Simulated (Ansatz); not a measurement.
Input of an Ansatz 0.2.0 run:

Contents of input.yaml:

```yaml
crystal:
  lattice:
    - [-1.50800044, 1.50800044, 2.10725036]
    - [1.50800044, -1.50800044, 2.10725036]
    - [1.50800044, 1.50800044, -2.10725036]
  atoms:
    - { symbol: Co, position: [0.0, 0.0, 0.0], spin: 2.0 }
    - { symbol: O, position: [0.5, 0.5, 0.0] }
hamiltonian:
  xc: pbe
  pseudopotentials: { kind: paw }
magnetization:
  spin_polarized: true
kpoints:
  mp_grid: { grid: [9, 9, 9] }
scf:
  occupations: { method: fermi_dirac, width: 0.05 }
output:
  forces: true
  stress: true
  eigenvalues: true
relax:
  f_tol: 0.01
  max_steps: 40
  cell: { stress_tol: 0.05, p_target: 5.0 }
```

Potentials or basis: Ansatz PAW.

Run with:

```bash
$ ansatz run input.yaml --threads 2 --pin off --max-ram 5632MiB --backend cpu --events-out ev --progress --plain --runs-dir out
```

Problem. Predict the relaxed cell.

Solution. a = 2.972 Å, b = 2.972 Å, c = 2.972 Å, α = 119.99°, β = 119.99°, γ = 90.02°.

Problem. What does it give for the absolute moment?

Solution. 2.80 μB per cell.

The path:
| step | energy change (eV) | largest force (eV/Å) | volume (Å³) |
| --- | --- | --- | --- |
| 1 | 0.0000 | 0.0000 | 19.17 |
| 2 | 0.0004 | 0.0000 | 18.88 |
| 3 | 0.0058 | 0.0000 | 18.58 |
| 4 | 0.0054 | 0.0000 | 18.60 |
| 5 | 0.0053 | 0.0000 | 18.59 |
| 6 | 0.0054 | 0.0000 | 18.59 |
| 7 | 0.0077 | 0.0000 | 18.59 |
| 8 | 0.0082 | 0.0000 | 18.57 |
| 9 | 0.0082 | 0.0000 | 18.57 |

Caveat: the plane-wave basis is chosen anew once the cell has moved, so the energies of steps on either side of that aren't comparable; a cell with one magnetic atom can't hold antiferromagnetic order, which such compounds often take; semilocal functionals often make such compounds metallic where correlation or magnetic order opens a gap, which also shifts bond lengths.
